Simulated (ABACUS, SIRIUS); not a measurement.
Given: the input of a run of SIRIUS 7.12.0 on CuO (Tenorite). 

sirius.json

```json
{
  "control": {
    "processing_unit": "cpu",
    "std_evp_solver_name": "lapack",
    "gen_evp_solver_name": "lapack",
    "verbosity": 2,
    "print_forces": true,
    "ortho_rf": true,
    "use_second_variation": true,
    "rmt_max": 3.0,
    "num_bands_to_print": 24,
    "save_wf": true
  },
  "parameters": {
    "electronic_structure_method": "full_potential_lapwlo",
    "xc_functionals": ["XC_GGA_X_PBE_SOL", "XC_GGA_C_PBE_SOL"],
    "core_relativity": "dirac",
    "valence_relativity": "iora",
    "num_fv_states": 38,
    "smearing": "fermi_dirac",
    "smearing_width": 0.0018374661,
    "pw_cutoff": 27,
    "gk_cutoff": 5.18,
    "lmax_apw": 12,
    "lmax_rho": 8,
    "lmax_pot": 8,
    "num_mag_dims": 0,
    "auto_rmt": 0,
    "ngridk": [10, 10, 5],
    "shiftk": [0, 0, 0],
    "num_dft_iter": 80,
    "energy_tol": 1e-07,
    "density_tol": 1e-05,
    "use_symmetry": true
  },
  "settings": {"tol_ne": 1e-10},
  "iterative_solver": {"type": "exact"},
  "mixer": {"type": "anderson", "beta": 0.5, "max_history": 8},
  "unit_cell": {
    "lattice_vectors": [[4.4307463581, -3.2378567419, 0.0], [4.4307463581, 3.2378567419, 0.0], [-1.6262120467, 0.0, 9.5609491272]],
    "atom_types": ["Cu", "O"],
    "atom_files": {"Cu": "Cu.json", "O": "O.json"},
    "atoms": {
      "Cu": [[0.4968, 0.0032, 0.5], [0.0032, 0.4968, 0.0]],
      "O": [[0.4056, 0.5714, 0.7537], [0.5714, 0.4056, 0.2537]]
    }
  }
}
```

Potentials or basis: all-electron FP-LAPW, apw+lo standard.

Run with:

```sh
$ OMP_NUM_THREADS=1 sirius.scf --input=sirius_start.json --output=start.json
$ OMP_NUM_THREADS=1 sirius.scf --input=sirius.json --output=output.json --task=1
```

Translate it to ABACUS 3.10.1. Potentials or basis there: PseudoDojo NC SR 0.4.1 PBEsol standard, plane waves, cutoff 1252 eV.

As run (cutoffs and basis follow the program's own potentials, and thresholds, step limits or extra output files can differ):

The input INPUT:

```
INPUT_PARAMETERS
suffix              CuO
calculation         scf
basis_type          pw
pseudo_dir          ./
symmetry            1
dft_functional      pbesol
ecutwfc             92
pseudo_rcut         7
nspin               1
nbands              30
ks_solver           dav
smearing_method     fd
smearing_sigma      0.00367493
scf_thr             1e-08
scf_nmax            100
mixing_type         broyden
mixing_beta         0.7
cal_force           1
cal_stress          1
out_chg             1
out_pot             2
out_elf             1
```

Contents of STRU:

```
ATOMIC_SPECIES
Cu 63.5460 Cu.upf
O 15.9990 O.upf

LATTICE_CONSTANT
1.8897261246

LATTICE_VECTORS
2.3446500000 -1.7134000000 0.0000000000
2.3446500000 1.7134000000 0.0000000000
-0.8605543552 0.0000000000 5.0594363927

ATOMIC_POSITIONS
Direct

Cu
0.0
2
0.4968000000 0.0032000000 0.5000000000 1 1 1
0.0032000000 0.4968000000 0.0000000000 1 1 1

O
0.0
2
0.4056000000 0.5714000000 0.7537000000 1 1 1
0.5714000000 0.4056000000 0.2537000000 1 1 1
```

The input KPT:

```
K_POINTS
0
Gamma
10 10 5 0 0 0
```

Potentials or basis: PseudoDojo NC SR 0.4.1 PBEsol standard, plane waves.

The run is started by

```bash
$ OMP_NUM_THREADS=1 mpirun -np 4 abacus > log
```

Both were run:

|  | SIRIUS | ABACUS |
| --- | --- | --- |
| Largest force | 0.755 eV/Å | 0.765 eV/Å |
